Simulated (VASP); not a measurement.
# TiSe (F-43m) in VASP: further runs

The runs below take TiSe through atomic charges, electron localisation function, relaxation of cell and atoms, with LDA, r2SCAN, LAK, r2SCAN+D4.

Everything below comes from runs of VASP 6.6.1. Logs are shortened: lines on timing, memory, paths and dates and some standing lists are left out, and cuts for length are marked.

## 1. The structure

The structure is cubic, space group F-43m (No. 216). Conventional cell: a = 6.206 Å, b = 6.206 Å, c = 6.206 Å, α = 90.00°, β = 90.00°, γ = 90.00°. Ti (site symmetry -43m) has 4 Se at 2.69 Å as nearest neighbours. Se (site symmetry -43m) is surrounded by 4 Ti at 2.69 Å.

The cell comes from a database or a generator and needn't be the stable form of this composition.

## 2. Atomic charges, LDA

INCAR reads:

```
PREC = Accurate
ENCUT = 520
EDIFF = 1E-7
ISMEAR = 0
SIGMA = 0.02
LREAL = F
LASPH = T
NELM = 60
ALGO = Normal
ISIF = 2
LWAVE = F
LCHARG = T
LORBIT = 11
LELF = T
LVHAR = T
```

KPOINTS reads:

```
regular mesh
0
Gamma
  8 8 8
```

POSCAR reads:

```
TiSe
1.0
    0.0000000000      3.1030036500      3.1030036500
    3.1030036500      0.0000000000      3.1030036500
    3.1030036500      3.1030036500      0.0000000000
Ti Se
1 1
Direct
    0.0000000000      0.0000000000      0.0000000000
    0.2500000000      0.2500000000      0.2500000000
```

Potentials or basis: VASP PAW LDA potentials, release 64 (Ti_sv, Se).

Command:

```bash
$ cat potpaw_LDA.64/Ti_sv/POTCAR potpaw_LDA.64/Se/POTCAR > POTCAR
$ mpirun -np 1 vasp_std > vasp.out
```

OUTCAR:

```text
PREC = Accurate
   ENCUT = 520
   EDIFF = 1E-7
   ISMEAR = 0
   LREAL = F
   LASPH = T
   NELM = 60
   ISIF = 2
   LORBIT = 11

 ion  position               nearest neighbor table
   1  0.000  0.000  0.000-   2 2.69   2 2.69   2 2.69   2 2.69
   2  0.250  0.250  0.250-   1 2.69   1 2.69   1 2.69   1 2.69

  LATTYP: Found a face centered cubic cell.
 ALAT       =     6.2060073000

  Lattice vectors:

 A1 = (   0.0000000000,   3.1030036500,   3.1030036500)
 A2 = (   3.1030036500,   0.0000000000,   3.1030036500)
 A3 = (   3.1030036500,   3.1030036500,   0.0000000000)

Analysis of symmetry for initial positions (statically):
=====================================================================
 Subroutine PRICEL returns:
 Original cell was already a primitive cell.

 Routine SETGRP: Setting up the symmetry group for a
 face centered cubic supercell.

 Subroutine GETGRP returns: Found 24 space group operations
 (whereof 24 operations were pure point group operations)
 out of a pool of 48 trial point group operations.

The static configuration has the point symmetry T_d .

Analysis of symmetry for dynamics (positions and initial velocities):
=====================================================================
 Subroutine PRICEL returns:
 Original cell was already a primitive cell.

 Routine SETGRP: Setting up the symmetry group for a
 face centered cubic supercell.

 Subroutine GETGRP returns: Found 24 space group operations
 (whereof 24 operations were pure point group operations)
 out of a pool of 48 trial point group operations.

The dynamic configuration has the point symmetry T_d .

 Subroutine INISYM returns: Found 24 space group operations
 (whereof 24 operations are pure point group operations),
 and found     1 'primitive' translations

----------------------------------------------------------------------------------------

                                     Primitive cell

  volume of cell :      59.7554

  direct lattice vectors                    reciprocal lattice vectors
     0.000000000  3.103003650  3.103003650    -0.161134197  0.161134197  0.161134197
     3.103003650  0.000000000  3.103003650     0.161134197 -0.161134197  0.161134197
     3.103003650  3.103003650  0.000000000     0.161134197  0.161134197 -0.161134197

  length of vectors
     4.388309846  4.388309846  4.388309846     0.279092615  0.279092615  0.279092615

  position of ions in fractional coordinates (direct lattice)
     0.000000000  0.000000000  0.000000000
     0.250000000  0.250000000  0.250000000

  ion indices of the primitive-cell ions
   primitive index   ion index
                 1           1
                 2           2

----------------------------------------------------------------------------------------

 KPOINTS: regular mesh

Automatic generation of k-mesh.
 Grid dimensions read from file:
 generate k-points for:    8    8    8

 Generating k-lattice:

  Cartesian coordinates                     Fractional coordinates (reciprocal lattice)
    -0.020141775  0.020141775  0.020141775     0.125000000  0.000000000  0.000000000
     0.020141775 -0.020141775  0.020141775     0.000000000  0.125000000  0.000000000
     0.020141775  0.020141775 -0.020141775     0.000000000  0.000000000  0.125000000

  Length of vectors
     0.034886577  0.034886577  0.034886577

  Shift w.r.t. Gamma in fractional coordinates (k-lattice)
     0.000000000  0.000000000  0.000000000

 Subroutine IBZKPT returns following result:
 ===========================================

 Found     29 irreducible k-points:

 Following reciprocal coordinates:
            Coordinates               Weight
  0.000000  0.000000  0.000000      1.000000
  0.125000  0.000000  0.000000      8.000000
  0.250000  0.000000  0.000000      8.000000
  0.375000  0.000000  0.000000      8.000000
  0.500000  0.000000  0.000000      4.000000
  0.125000  0.125000  0.000000      6.000000
[... 16 lines left out ...]
  0.500000  0.250000  0.125000     48.000000
 -0.375000  0.250000  0.125000     24.000000
 [... further k-points ...]
   k-points           NKPTS =     29   k-points in BZ     NKDIM =     29   number of bands    NBANDS=     13
   number of dos      NEDOS =    301   number of ions     NIONS =      2
   total plane-waves  NPLWV =  46656
   dimension x,y,z NGX =    36 NGY =   36 NGZ =   36
   dimension x,y,z NGXF=    72 NGYF=   72 NGZF=   72
   ions per type =               1   1
   NGX,Y,Z   is equivalent  to a cutoff of  13.64, 13.64, 13.64 a.u.
   NGXF,Y,Z  is equivalent  to a cutoff of  27.28, 27.28, 27.28 a.u.
 SYSTEM =  unknown system
   PREC   = accura    normal or accurate (medium, high low for compatibility)
   ISTART =      0    job   : 0-new  1-cont  2-samecut
   ICHARG =      2    charge: 1-file 2-atom 10-const
   ISPIN  =      1    spin polarized calculation?
   LNONCOLLINEAR =      F non collinear calculations
   LSORBIT =      F    spin-orbit coupling
   LASPH  =      T    aspherical Exc in radial PAW
   ENCUT  =  520.0 eV  38.22 Ry    6.18 a.u.   8.16  8.16  8.16*2*pi/ulx,y,z
   NELM   =     60;   NELMIN=  2; NELMDL= -5     # of ELM steps
   EDIFF  = 0.1E-06   stopping-criterion for ELM
   LREAL  =      F    real-space projection
   EDIFFG = 0.1E-05   stopping-criterion for IOM
   NSW    =      0    number of steps for IOM
   IBRION =     -1    ionic relax: 0-MD 1-quasi-New 2-CG
   NFREE  =      0    steps in history (QN), initial steepest desc. (CG)
   ISIF   =      2    stress and relaxation
   ISYM   =      2    0-nonsym 1-usesym 2-fastsym
   POTIM  = 0.5000    time-step for ionic-motion
   TEBEG  =    0.0;   TEEND  =   0.0 temperature during run
   PSTRESS=    0.0 pullay stress
   NELECT =      18.0000    total number of electrons
   NUPDOWN=      -1.0000    fix difference up-down
   EMIN   =  10.00;   EMAX   =-10.00  energy-range for DOS
   EFERMI =   0.00;   METHOD = LEGACY
   ISMEAR =     0;   SIGMA  =   0.02  broadening in eV -4-tet -1-fermi 0-gaus
   EFERMI_NEDOS =   21; number of points for ismear=-14 and -15
   IALGO  =     38    algorithm
   IMIX   =      4    mixing-type and parameters
     AMIX     =   0.40;   BMIX     =  1.00
     AMIX_MAG =   1.60;   BMIX_MAG =  1.00
  volume/ion in A,a.u.               =      29.88       201.62
  Fermi-wavevector in a.u.,A,eV,Ry     =   1.097421  2.073826 16.385952  1.204333
  Thomas-Fermi vector in A             =   2.233781
   LORBIT       =     11    0 simple, 1 ext, 2 COOP (PROOUT), +10 PAW based schemes
   GGA     = CA    functional components
   LHFCALC =     F    Hartree Fock is set to
   AEXX    =    0.0000 exact exchange contribution
   IVDW    =     0    specifies the selected vdW correction
   LEPSILON=     F    determine dielectric tensor
   LRPA    =     F    only Hartree local field effects (RPA)
 non-spin polarized calculation
 Gauss-broadening in eV      SIGMA  =   0.02
  energy-cutoff  :      520.00
  volume of cell :       59.76
 maximum number of plane-waves:      1639
 NGX is ok and might be reduce to    36
   NGX = 17   NGY = 17   NGZ = 17

 number of electron      17.9999998 magnetization

 Free energy of the ion-electron system (eV)
  ---------------------------------------------------
  ext. energy  EPLUGINS =         0.00000000
  ---------------------------------------------------
  free energy    TOTEN  =       -13.08393207 eV

  energy without entropy =      -13.08225652  energy(sigma->0) =      -13.08309430

 E-fermi :   3.4848     XC(G=0):  -8.8703

 val. band max:        3.4847544229   @ k =  -0.3750   0.3750   0.1250
 cond. band min:       3.4954700383   @ k =  -0.3750   0.5000   0.1250
 fundamental gap:      0.0107156154
 Fermi energy:         3.4848305859

 k-point     1 :       0.0000    0.0000    0.0000
  band No.  band energies     occupation
      1     -53.7022      2.00000
      2     -30.3419      2.00000
      3     -30.3419      2.00000
      4     -30.3419      2.00000
      5     -10.3392      2.00000
      6      -0.0546      2.00000
      7      -0.0546      2.00000
      8      -0.0546      2.00000
      9       3.5523      0.00000
     10       3.5523      0.00000
     11       3.7126      0.00000
     12       5.7469      0.00000
     13       5.7469      0.00000

 k-point     2 :       0.1250    0.0000    0.0000
  band No.  band energies     occupation
      1     -53.7022      2.00000
      2     -30.3434      2.00000
      3     -30.3421      2.00000
      4     -30.3421      2.00000
      5     -10.2914      2.00000
      6      -0.3321      2.00000
      7      -0.0350      2.00000
      8      -0.0350      2.00000
      9       3.5263      0.00339
     10       3.5263      0.00339
     11       4.1295      0.00000
     12       5.4819      0.00000
     13       5.6423      0.00000

 k-point     3 :       0.2500    0.0000    0.0000
  band No.  band energies     occupation
      1     -53.7020      2.00000
      2     -30.3473      2.00000
      3     -30.3427      2.00000
      4     -30.3427      2.00000
      5     -10.1729      2.00000
      6      -0.8450      2.00000
      7       0.0078      2.00000
      8       0.0078      2.00000
      9       3.5148      0.03392
     10       3.5148      0.03392
     11       4.4263      0.00000
     12       5.3544      0.00000
     13       5.4177      0.00000

 k-point     4 :       0.3750    0.0000    0.0000
  band No.  band energies     occupation
      1     -53.7018      2.00000
      2     -30.3512      2.00000
      3     -30.3433      2.00000
      4     -30.3433      2.00000
      5     -10.0497      2.00000
      6      -1.2400      2.00000
      7       0.0433      2.00000
      8       0.0433      2.00000
      9       3.6012      0.00000
     10       3.6012      0.00000
     11       3.9193      0.00000
     12       4.9868      0.00000
     13       4.9868      0.00000

 k-point     5 :       0.5000    0.0000    0.0000
  band No.  band energies     occupation
      1     -53.7017      2.00000
      2     -30.3527      2.00000
      3     -30.3435      2.00000
      4     -30.3435      2.00000
      5      -9.9973      2.00000
      6      -1.3825      2.00000
      7       0.0556      2.00000
      8       0.0556      2.00000
      9       3.6873      0.00000
     10       3.6876      0.00000
     11       3.6876      0.00000
     12       4.7883      0.00000
     13       4.7883      0.00000
[... 257 lines left out ...]
 k-point    22 :       0.3750    0.2500    0.1250
  band No.  band energies     occupation
      1     -53.7019      2.00000
      2     -30.3486      2.00000
      3     -30.3445      2.00000
      4     -30.3433      2.00000
      5     -10.0839      2.00000
      6      -0.9732      2.00000
      7      -0.1301      2.00000
      8       0.0350      2.00000
      9       3.2510      2.00000
     10       3.7059      0.00000
     11       4.2755      0.00000
     12       4.6150      0.00000
     13       5.1456      0.00000

 k-point    23 :       0.5000    0.2500    0.1250
  band No.  band energies     occupation
      1     -53.7017      2.00000
      2     -30.3508      2.00000
      3     -30.3456      2.00000
      4     -30.3440      2.00000
      5      -9.9847      2.00000
      6      -1.0966      2.00000
      7      -0.2891      2.00000
      8       0.0581      2.00000
      9       3.2992      2.00000
     10       3.5834      0.00000
     11       3.8554      0.00000
     12       4.4380      0.00000
     13       4.9074      0.00000

 k-point    24 :      -0.3750    0.2500    0.1250
  band No.  band energies     occupation
      1     -53.7017      2.00000
      2     -30.3517      2.00000
      3     -30.3460      2.00000
      4     -30.3443      2.00000
      5      -9.9428      2.00000
      6      -1.1207      2.00000
      7      -0.3757      2.00000
      8       0.0620      2.00000
      9       3.2409      2.00000
     10       3.5497      0.00000
     11       3.7769      0.00000
     12       4.4451      0.00000
     13       4.7163      0.00000

 [... further k-points ...]

------------------------ aborting loop because EDIFF is reached ----------------------------------------

  FORCE on cell =-STRESS in cart. coord.  units (eV):
  Direction    XX          YY          ZZ          XY          YZ          ZX
  --------------------------------------------------------------------------------------
  -------------------------------------------------------------------------------------
  Total       -4.9592484     -4.9592484     -4.9592484      0.0000000     -0.0000000     -0.0000000
  in kB     -132.9687517   -132.9687517   -132.9687517      0.0000000     -0.0000000     -0.0000000
  external PRESSURE =    -132.9687517 kB  Pullay stress =       0.0000000 kB

 VOLUME and BASIS-vectors are now :
 -----------------------------------------------------------------------------
  energy-cutoff  :      520.00
  volume of cell :       59.76
      direct lattice vectors                 reciprocal lattice vectors
     0.000000000  3.103003650  3.103003650    -0.161134197  0.161134197  0.161134197
     3.103003650  0.000000000  3.103003650     0.161134197 -0.161134197  0.161134197
     3.103003650  3.103003650  0.000000000     0.161134197  0.161134197 -0.161134197

 POSITION                                       TOTAL-FORCE (eV/Angst)
 -----------------------------------------------------------------------------------
      0.00000      0.00000      0.00000         0.000000      0.000000      0.000000
      1.55150      1.55150      1.55150        -0.000000     -0.000000     -0.000000
 -----------------------------------------------------------------------------------
    total drift:                                0.000000      0.000000      0.000000

  FREE ENERGIE OF THE ION-ELECTRON SYSTEM (eV)
  ---------------------------------------------------
  free  energy   TOTEN  =       -13.0839320679 eV

  energy  without entropy=      -13.0822565222  energy(sigma->0) =      -13.08309430

 total charge

# of ion       s       p       d       tot
------------------------------------------
    1        2.131   6.034   1.902  10.067
    2        1.435   2.373   0.036   3.844
--------------------------------------------------
tot          3.567   8.408   1.937  13.912
```

Run time: 33 s. Hardware: 1 thread of Intel Xeon Platinum 8175M at 2.50GHz (Skylake/Cascade Lake), shared host; peak memory 0.18 GiB.

Results:

* Free energy: -13.0839 eV
* Pressure: -13.3 GPa
* Band gap on the k mesh: none (metal or under the smearing width)
* Valence electrons inside the program's atomic spheres: Ti 10.07; Se 3.84

## 3. Electron localisation function, LDA

INCAR reads:

```
SYSTEM = TiSe
ALGO = Fast
EDIFF = 1E-7
ENCUT = 520
ISIF = 2
ISMEAR = 0
LASPH = .TRUE.
LCHARG = .TRUE.
LELF = .TRUE.
LREAL = .FALSE.
LWAVE = .FALSE.
NELM = 80
PREC = Accurate
SIGMA = 0.02
```

KPOINTS reads:

```
k-points
0
G
  8 8 8
  0 0 0
```

POSCAR is that of step 2.

Potentials or basis: VASP PAW LDA potentials, release 64 (Ti_sv, Se).

Command:

```bash
$ cat potpaw_LDA.64/Ti_sv/POTCAR potpaw_LDA.64/Se/POTCAR > POTCAR
$ mpirun -np 1 vasp_std > vasp.out
```

It took 3.3 min on 1 thread of Intel Xeon Platinum 8175M at 2.50GHz (Skylake/Cascade Lake), shared host; peak memory 0.18 GiB.

The run converged. Its results:

| Quantity | Value |
| --- | --- |
| Free energy | -13.0839 eV |
| Pressure | -13.3 GPa |
| Band gap on the k mesh | none (metal or under the smearing width) |

Levels at points of the mesh, in eV from the Fermi level:
```csv
k point,band 5,band 6,band 7,band 8,band 9,band 10,band 11,band 12,band 13
"(0.00, 0.00, 0.00)",-13.82,-3.54,-3.54,-3.54,0.07,0.07,0.23,2.26,2.26
"(0.50, 0.00, 0.00)",-13.48,-4.87,-3.43,-3.43,0.20,0.20,0.20,1.30,1.34
"(0.50, 0.50, 0.00)",-13.37,-4.87,-3.41,-3.41,-0.61,0.15,0.43,0.62,0.62
```

(Part 1 of 2 ends here.)
